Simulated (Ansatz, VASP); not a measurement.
## Two plane-wave programs on W

The input INCAR:

```
PREC = Accurate ; ENCUT = 520
EDIFF = 1E-6 ; ISMEAR = 0
SIGMA = 0.1 ; LREAL = F
LASPH = T ; NELM = 100
ALGO = Normal ; ISIF = 2
LWAVE = F ; LCHARG = F
GGA = PE ; NBANDS = 13
```

KPOINTS

```
regular mesh
0
Gamma
  8 8 8
```

The input POSCAR:

```
W
1.0
   -1.5823450000      1.5823450000      1.5823450000
    1.5823450000     -1.5823450000      1.5823450000
    1.5823450000      1.5823450000     -1.5823450000
W
1
Direct
    0.0000000000      0.0000000000      0.0000000000
```

Input for Ansatz:

```yaml
crystal:
  lattice:
    - [-1.582345, 1.582345, 1.582345]
    - [1.582345, -1.582345, 1.582345]
    - [1.582345, 1.582345, -1.582345]
  atoms:
    - { symbol: W, position: [0.0, 0.0, 0.0] }
basis:
  ecutwfc: 420
kpoints:
  mp_grid: { grid: [8, 8, 8] }
hamiltonian:
  xc: pbe
scf:
  occupations: { method: gaussian, width: 0.1 }
output:
  forces: true
  stress: true
  eigenvalues: true
```

Alike in both runs: task single point; functional PBE; k mesh 8 × 8 × 8; occupations gaussian, width 0.1 eV; no spin polarisation.

|  | VASP | Ansatz |
| --- | --- | --- |
| version | VASP 6.6.1 | Ansatz 0.2.0 |
| potentials or method | VASP PAW PBE potentials, release 64 (W_sv) | scalar-relativistic, plane waves, PAW |
| plane-wave cutoff (eV) | 520 | 420 |
| valence electrons in the cell | 14 | 14 |

```tsv
	VASP	Ansatz	Ansatz less VASP
gap on the k mesh at the Fermi level (eV)	none	none	-
pressure (GPa)	6.6	6.1	-0.55
```

A gap of «none» marks a metal or a gap that the smearing closes.

The runs have no spin-orbit coupling, so splittings on W are missing.
